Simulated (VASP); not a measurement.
# Input and output of a VASP PBE single-point calculation on Ge (strained lonsdaleite (2H))

INCAR

```
LWAVE = .FALSE.
IBRION = -1
NELM = 120
ENCUT = 520
LREAL = .FALSE.
EDIFF = 1E-7
GGA = PE
SIGMA = 0.02
PREC = Accurate
LASPH = .TRUE.
ISIF = 2
NSW = 0
LCHARG = .FALSE.
NBANDS = 36
ISMEAR = -1
```

KPOINTS

```
KPOINTS created by Atomic Simulation Environment
0
Gamma
12 12 4
0 0 0
```

KPOINTS_OPT

```
special points
7
Reciprocal
0.0000000000 0.0000000000 0.0000000000 1
0.5000000000 0.0000000000 0.0000000000 1
0.3333333333 0.3333333333 0.0000000000 1
0.0000000000 0.0000000000 0.5000000000 1
0.5000000000 0.0000000000 0.5000000000 1
0.3333333333 0.3333333333 0.5000000000 1
0.0000000000 0.0000000000 0.1861980000 1
```

POSCAR

```
Ge
 1.0000000000000000
     3.9976152111186534   -0.0000000000288675    0.0000000000000000
    -1.9988076055343267    3.4620363273982795    0.0000000000000000
     0.0000000000000000    0.0000000000000000    6.4609631250000001
 Ge
   4
Cartesian
  0.0000000000166670  2.3080242182558965 -0.0057305594574758
  1.9988076055676602  1.1540121091135145  3.2247510030425239
  0.0000000000166670  2.3080242182558965  2.4285917313324754
  1.9988076055676602  1.1540121091135145  5.6590732938324750
```

VASP ran with the recommended PBE PAW datasets (56 valence electrons in the cell).

Command

```
mpirun -np 1 vasp_std
```

OSZICAR

```
N       E                     dE             d eps       ncg     rms          rms(c)
DAV:   1     0.494300212084E+03    0.49430E+03   -0.28097E+04  4796   0.432E+03
DAV:   2     0.673656725267E+02   -0.42693E+03   -0.41534E+03  4104   0.808E+02
DAV:   3    -0.134540579158E+02   -0.80820E+02   -0.79737E+02  4408   0.206E+02
DAV:   4    -0.180074773867E+02   -0.45534E+01   -0.45354E+01  4820   0.571E+01
DAV:   5    -0.180990986494E+02   -0.91621E-01   -0.91594E-01  4576   0.901E+00    0.463E+00
DAV:   6    -0.179750003739E+02    0.12410E+00   -0.67023E-02  4560   0.196E+00    0.273E+00
DAV:   7    -0.179080891937E+02    0.66911E-01   -0.10765E-01  4436   0.223E+00    0.194E-01
DAV:   8    -0.179116226291E+02   -0.35334E-02   -0.12563E-02  4500   0.992E-01    0.846E-02
DAV:   9    -0.179124413666E+02   -0.81874E-03   -0.90112E-04  4496   0.130E-01    0.193E-02
DAV:  10    -0.179124708427E+02   -0.29476E-04   -0.55976E-05  5128   0.776E-02    0.792E-03
DAV:  11    -0.179124803048E+02   -0.94622E-05   -0.20513E-05  4608   0.232E-02    0.359E-03
DAV:  12    -0.179124811558E+02   -0.85095E-06   -0.10506E-06  4476   0.104E-02    0.708E-04
DAV:  13    -0.179124811623E+02   -0.65265E-08   -0.10285E-07  3232   0.222E-03
   1 F= -.17912481E+02 E0= -.17912375E+02  d E =-.212026E-03
       N       E                     dE             ncg
DAV:   1     0.396741476651E+04   -0.99385E+04      580
DAV:   2     0.979670501849E+03   -0.29877E+04      504
DAV:   3     0.421251410696E+03   -0.55842E+03      548
DAV:   4     0.390590254332E+03   -0.30661E+02      600
DAV:   5     0.389958379117E+03   -0.63188E+00      564
DAV:   6     0.389941043862E+03   -0.17335E-01      596
DAV:   7     0.389940337951E+03   -0.70591E-03      580
DAV:   8     0.389940295239E+03   -0.42711E-04      660
DAV:   9     0.389940293725E+03   -0.15143E-05      516
DAV:  10     0.389940293651E+03   -0.73655E-07      388
```

From OUTCAR

```
k-points           NKPTS =     57   k-points in BZ     NKDIM =     57   number of bands    NBANDS=     36

   NELECT =      56.0000    total number of electrons

   dimension x,y,z NGX =    30 NGY =   30 NGZ =   48
   dimension x,y,z NGXF=    60 NGYF=   60 NGZF=   96

  energy-cutoff  :      520.00
  volume of cell :       89.42
      direct lattice vectors                 reciprocal lattice vectors
     3.997615211 -0.000000000  0.000000000     0.250149138  0.144423672  0.000000000
    -1.998807606  3.462036327  0.000000000     0.000000000  0.288847345  0.000000000
     0.000000000  0.000000000  6.460963125     0.000000000  0.000000000  0.154775686

 k-points in reciprocal lattice and weights: KPOINTS created by Atomic Simulation Env
   0.00000000  0.00000000  0.00000000       0.002
   0.08333333 -0.00000000  0.00000000       0.010
   0.16666667 -0.00000000  0.00000000       0.010
   0.25000000  0.00000000  0.00000000       0.010
   0.33333333 -0.00000000  0.00000000       0.010
   0.41666667  0.00000000  0.00000000       0.010
   0.50000000  0.00000000  0.00000000       0.005
   0.08333333  0.08333333  0.00000000       0.010
   ...

 E-fermi :   5.1435

 k-point     1 :       0.0000    0.0000    0.0000
  band No.  band energies     occupation
      1     -19.7524      2.00000
      2     -19.7524      2.00000
      3     -19.7289      2.00000
      4     -19.7110      2.00000
      5     -19.7110      2.00000
      6     -19.7048      2.00000
      7     -19.6913      2.00000
      8     -19.6913      2.00000
      9     -19.6317      2.00000
     10     -19.6317      2.00000
     11     -19.5095      2.00000
     12     -19.5095      2.00000
     13     -19.4905      2.00000
     14     -19.4781      2.00000
     15     -19.4781      2.00000
     16     -19.4619      2.00000
     17     -19.4504      2.00000
     18     -19.4504      2.00000
     19     -19.4248      2.00000
     20     -19.4248      2.00000
     21      -7.7684      2.00000
     22      -5.5655      2.00000
     23      -2.5200      2.00000
     24       3.5333      2.00000
     25       3.5333      2.00000
     26       4.9001      1.99999
     27       5.1073      1.71838
     28       5.2538      0.00804
     29       5.2538      0.00804
     30       5.4142      0.00000
     31       7.3396      0.00000
     32       7.3396      0.00000
     33       8.0906      0.00000
     34       9.7513      0.00000
     35       9.7513      0.00000
     36      11.3092      0.00000

 k-point     2 :       0.0833   -0.0000    0.0000
  band No.  band energies     occupation
      1     -19.7586      2.00000
      2     -19.7543      2.00000
      3     -19.7326      2.00000
      4     -19.7141      2.00000
      5     -19.7115      2.00000
      6     -19.6983      2.00000
      7     -19.6873      2.00000
      8     -19.6837      2.00000
      9     -19.6276      2.00000
     10     -19.6262      2.00000
     11     -19.5169      2.00000
     12     -19.5169      2.00000
     13     -19.4990      2.00000
     14     -19.4753      2.00000
     15     -19.4718      2.00000
     16     -19.4687      2.00000
     17     -19.4552      2.00000
     18     -19.4457      2.00000
     19     -19.4216      2.00000
     20     -19.4175      2.00000
     21      -7.6930      2.00000
     22      -5.4874      2.00000
     23      -2.5096      2.00000
     24       2.6832      2.00000
     25       3.3651      2.00000
     26       3.9438      2.00000
     27       4.9380      1.99993
     28       5.0921      1.85813
     29       5.6644      0.00000
     30       6.4444      0.00000
     31       7.3634      0.00000
     32       7.5802      0.00000
     33       8.3071      0.00000
     34       9.7449      0.00000
     35      10.0634      0.00000
     36      11.6456      0.00000

 k-point     3 :       0.1667   -0.0000    0.0000
  band No.  band energies     occupation
      1     -19.7688      2.00000
      2     -19.7583      2.00000
      3     -19.7403      2.00000
      4     -19.7208      2.00000
      5     -19.7116      2.00000
      6     -19.6896      2.00000
      7     -19.6776      2.00000
      8     -19.6625      2.00000
      9     -19.6170      2.00000
     10     -19.6125      2.00000
     11     -19.5328      2.00000
     12     -19.5311      2.00000
     13     -19.5204      2.00000
     14     -19.4781      2.00000
     15     -19.4724      2.00000
     16     -19.4654      2.00000
     17     -19.4608      2.00000
     18     -19.4369      2.00000
     19     -19.4160      2.00000
     20     -19.4057      2.00000
     21      -7.4691      2.00000
     22      -5.2548      2.00000
     23      -2.5183      2.00000
     24       1.5357      2.00000
     25       2.5184      2.00000
     26       2.9839      2.00000
     27       4.4691      2.00000
     28       4.7204      2.00000
     29       6.1609      0.00000
     30       7.0236      0.00000
     31       7.9980      0.00000
     32       8.1194      0.00000
     33       8.5533      0.00000
     34      10.2993      0.00000
     35      10.8795      0.00000
     36      10.9535      0.00000

 k-point     4 :       0.2500    0.0000    0.0000
  band No.  band energies     occupation
      1     -19.7762      2.00000
      2     -19.7618      2.00000
      3     -19.7490      2.00000
      4     -19.7277      2.00000
      5     -19.7092      2.00000
      6     -19.6824      2.00000
      7     -19.6661      2.00000
      8     -19.6356      2.00000
      9     -19.6037      2.00000
     10     -19.5956      2.00000
     11     -19.5505      2.00000
     12     -19.5471      2.00000
     13     -19.5457      2.00000
     14     -19.4850      2.00000
     15     -19.4769      2.00000
     16     -19.4738      2.00000
     17     -19.4506      2.00000
     18     -19.4270      2.00000
     19     -19.4114      2.00000
     20     -19.3969      2.00000
     21      -7.1048      2.00000
     22      -4.8739      2.00000
     23      -2.6800      2.00000
     24       0.6865      2.00000
     25       1.1568      2.00000
     26       2.5732      2.00000
     27       3.8227      2.00000
     28       4.3148      2.00000
     29       6.0465      0.00000
     30       7.1970      0.00000
     31       8.6061      0.00000
     32       8.6183      0.00000
     33       8.9554      0.00000
     34      10.7452      0.00000
     35      11.6013      0.00000
     36      11.9979      0.00000

 k-point     5 :       0.3333   -0.0000    0.0000
  band No.  band energies     occupation
      1     -19.7790      2.00000
      2     -19.7639      2.00000
      3     -19.7574      2.00000
      4     -19.7329      2.00000
      5     -19.7036      2.00000
      6     -19.6772      2.00000
      7     -19.6559      2.00000
      8     -19.6088      2.00000
      9     -19.5916      2.00000
     10     -19.5793      2.00000
     11     -19.5734      2.00000
     12     -19.5663      2.00000
     13     -19.5582      2.00000
     14     -19.4894      2.00000
     15     -19.4876      2.00000
     16     -19.4801      2.00000
     17     -19.4428      2.00000
     18     -19.4174      2.00000
     19     -19.4084      2.00000
     20     -19.3929      2.00000
     21      -6.6221      2.00000
     22      -4.3634      2.00000
     23      -3.1392      2.00000
     24      -0.0771      2.00000
     25       0.3414      2.00000
     26       2.2364      2.00000
     27       3.1382      2.00000
     28       3.9801      2.00000
     29       5.8226      0.00000
     30       7.1187      0.00000
     31       8.8317      0.00000
     32       8.9297      0.00000
     33       9.0686      0.00000
     34      11.8284      0.00000
     35      12.3361      0.00000
     36      12.3745      0.00000

 ...

  Total        1.9492280      1.9492280      3.6214026      0.0000000     -0.0000000      0.0000000
  in kB       34.9255578     34.9255578     64.8869744      0.0000000     -0.0000000      0.0000000
  external PRESSURE =      44.9126967 kB  Pullay stress =       0.0000000 kB

 POSITION                                       TOTAL-FORCE (eV/Angst)
 -----------------------------------------------------------------------------------
      0.00000      2.30802      6.45523        -0.000000     -0.000000     -0.020315
      1.99881      1.15401      3.22475         0.000000     -0.000000     -0.020315
      0.00000      2.30802      2.42859        -0.000000      0.000000      0.020315
      1.99881      1.15401      5.65907         0.000000      0.000000      0.020315
 -----------------------------------------------------------------------------------
    total drift:                                0.000000      0.000000     -0.000000

  FREE ENERGIE OF THE ION-ELECTRON SYSTEM (eV)
  ---------------------------------------------------
  free  energy   TOTEN  =       -17.9124811623 eV

  energy  without entropy=      -17.9122691363  energy(sigma->0) =      -17.91237515
```

The gap between bands v and c is -0.23 eV (bands overlap: a metal), the least direct gap is 0.00 eV and the pressure is 4.5 GPa. The largest force is 0.02 eV/Å.

Band v is the last that the valence electrons fill when counted band by band, and c is the next.

The run took about 2.1 min on one core of a shared host (Intel Xeon Platinum 8488C) and held 0.35 GiB at most.
